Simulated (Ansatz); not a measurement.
A run of Ansatz 0.2.0 is set up as follows.

Contents of input.yaml:

```yaml
crystal:
  lattice:
    - [4.2611695877, 0.0, 0.0]
    - [-2.1305847939, 3.6902811128, 0.0]
    - [0.0, 0.0, 5.80417294]
  atoms:
    - { symbol: Cd, position: [0.0, 0.0, 0.44269192] }
    - { symbol: S, position: [0.6666666667, 0.3333333333, 0.43430808] }
hamiltonian:
  xc: blyp
  pseudopotentials: { kind: paw }
  dispersion: d4
kpoints:
  mp_grid: { grid: [7, 7, 5] }
scf:
  occupations: { method: fermi_dirac, width: 0.05 }
output:
  forces: true
  stress: true
  eigenvalues: true
relax:
  f_tol: 0.01
  max_steps: 40
  cell: { stress_tol: 0.05 }
```

Potentials or basis: Ansatz PAW.

Launch:

```bash
$ ansatz run input.yaml --threads 2 --pin off --max-ram 5632MiB --backend cpu --events-out ev --progress --plain --runs-dir out
```

(1) Predict the relaxed volume.

(2) Predict the relaxed cell.

(3) What does it give for the band gap on the k mesh?

(4) Predict the space group after relaxing (to 0.05 Å).

## Answers

(1) 21.13 Å³/atom.

(2) a = 3.757 Å, b = 3.757 Å, c = 3.457 Å, α = 90.00°, β = 90.00°, γ = 120.00°.

(3) none (metal or under the smearing width).

(4) P-6m2 (No. 187).

Caveat: the volume moved by over 15 % at a fixed basis, so the end points are rough; pairwise dispersion overbinds metals, which lowers pressure and volume; the PAW data sets come from PBE, with cores solved anew for the run's functional, which leaves a small shift of forces and pressure.
